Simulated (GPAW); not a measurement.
Input of a GPAW 26.7.0 run:

Contents of run.py:

```python
from ase.dft.bandgap import bandgap
from ase.io import write
from ase.spacegroup import crystal
from ase.units import GPa
from gpaw import GPAW, PW

# W 2a
atoms = crystal(['W'],
                basis=[[0.0, 0.0, 0.0]],
                spacegroup=229, setting=1,  # Im-3m
                cellpar=[3.16469, 3.16469, 3.16469, 90.0, 90.0, 90.0],
                primitive_cell=True)

calc = GPAW(mode=PW(600),
            xc='PBE',
            kpts={'size': (12, 12, 12), 'gamma': True},
            occupations={'name': 'fermi-dirac', 'width': 0.05},
            setups={'W': ':d,7.0'},
            nbands=16,
            convergence={'density': 1e-05, 'energy': 1e-05},
            maxiter=150,
            txt='gpaw.txt')
atoms.calc = calc
energy = atoms.get_potential_energy()
forces = atoms.get_forces()
stress = atoms.get_stress()
calc.write('gs.gpw')
write('result.traj', atoms)
print(f'Energy: {energy:.6f} eV')
print('Forces (eV/A):')
print(forces.round(4))
print('Stress (GPa):', (stress / GPa).round(3))
print('Fermi level:', round(calc.get_fermi_level(), 4), 'eV')
print(f'Gap: {bandgap(calc)[0]:.4f} eV, direct: {bandgap(calc, direct=True)[0]:.4f} eV')

path = atoms.cell.bandpath('GHNGPH,PN', npoints=80, eps=1e-4)
bs_calc = calc.fixed_density(kpts=path, symmetry='off', nbands=24,
                             convergence={'bands': 'CBM+6.0', 'eigenstates': 1e-6}, txt='bands.txt')
bs = bs_calc.band_structure()
bs.write('bs.json')
print(f'Gap on the path: {bandgap(bs_calc)[0]:.4f} eV')
```

Potentials or basis: GPAW PAW data sets (gpaw-data 1.2.1), pw.

The run is started by

```sh
$ OMP_NUM_THREADS=1 python run.py
```

Q: What does it give for the pressure?

A: 22.6 GPa.

Q: Estimate the band gap along the path.

A: None (metal or under the smearing width).

Levels at the corners of the path, in eV from the Fermi level:
```csv
point,band 5,band 6,band 7,band 8,band 9,band 10
Γ,-9.64,-1.80,-1.80,-1.80,4.66,4.66
H,-4.22,-4.22,4.49,4.49,4.49,8.21
N,-6.15,-4.07,0.60,3.85,5.46,5.81
Γ,-9.64,-1.80,-1.80,-1.80,4.66,4.66
P,-3.35,-3.35,-3.35,6.03,6.03,6.66
H,-4.22,-4.22,4.49,4.49,4.49,8.21
P,-3.35,-3.35,-3.35,6.03,6.03,6.66
N,-6.15,-4.07,0.60,3.85,5.46,5.81
```

Caveat: spin-orbit coupling is left out, which moves the levels of the heavy elements; U without spin polarisation on a metal has little footing; the U is typed as a test and isn't derived for this compound.
